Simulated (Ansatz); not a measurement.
The system is HfC.

```
Hf C
1.0
     3.34287    0.00000    0.00000
    -1.67143    2.89501    0.00000
     0.00000    0.00000    5.20271
Hf C
2 2
Direct
  0.33333 0.66667 0.25000
  0.66667 0.33333 0.75000
  0.00000 0.00000 0.50000
  0.00000 0.00000 0.00000
```

The cell comes from a database or a generator and needn't be the stable form of this composition.

Base run:

* Program: Ansatz 0.2.0
* Functional: PBEsol
* Potentials or basis: all-electron LAPW, scalar-relativistic
* Cutoff: 278 eV (chosen from the basis error)
* Basis error allowed: 0.002 eV/atom
* k mesh: 7 × 7 × 4
* Occupations: fermi-dirac, width 0.05 eV
* Spin: no spin polarisation

Its results: pressure -7.3 GPa.

**Question.** The run is repeated on the same cell with these changes: potentials or basis from all-electron LAPW, scalar-relativistic to all-electron LAPW, relativistic spinors; spin from no spin polarisation to spin-orbit coupling, no magnetisation. What comes out?

**Answer.** Pressure -7.8 GPa.

Caveats: the k mesh is thin for a metal, which can move the energy by tens of meV per atom.
